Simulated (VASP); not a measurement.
CdTe, 2 atoms in the cell. The structure is cubic, space group F-43m (No. 216). Conventional cell: a = 6.496 Å, b = 6.496 Å, c = 6.496 Å, α = 90.00°, β = 90.00°, γ = 90.00°. Cd (site symmetry -43m) has 4 Te at 2.81 Å as nearest neighbours. Around Te (site symmetry -43m) lie 4 Cd at 2.81 Å. 

| Item | Value |
| --- | --- |
| Program | VASP 6.6.1 |
| Task | band structure |
| Functional | PBE0 |
| Potentials or basis | VASP PAW PBE potentials, release 64 (Cd, Te) |
| Cutoff | 520 eV |
| k mesh | 6 × 6 × 6 |
| Occupations | gaussian, width 0.03 eV |
| Spin | no spin polarisation |
| Grid for exact exchange (PRECFOCK) | Fast |
| Exchange at q = 0 | truncated |
| Further INCAR settings | ALGO = Normal; EDIFF = 1e-07; NBANDS = 16 |

Potentials or basis: VASP PAW PBE potentials, release 64 (Cd, Te).

Command:

```bash
$ cat potpaw_PBE.64/Cd/POTCAR potpaw_PBE.64/Te/POTCAR > POTCAR
$ cp INCAR.step1 INCAR
$ mpirun -np 4 vasp_std > vasp.out
$ cp INCAR.step2 INCAR
$ mpirun -np 4 vasp_std > vasp.out
```

Hardware: 4 MPI ranks on Intel(R) Xeon(R) Platinum 8488C (Sapphire Rapids), with other jobs on the host.

**Question.** How long does it take, and how much memory?

**Answer.** Wall time 10 min on 4 MPI ranks on Intel(R) Xeon(R) Platinum 8488C (Sapphire Rapids), with other jobs on the host, peak memory 0.28 GiB a rank. Counts: scf iterations 23, k points 16.
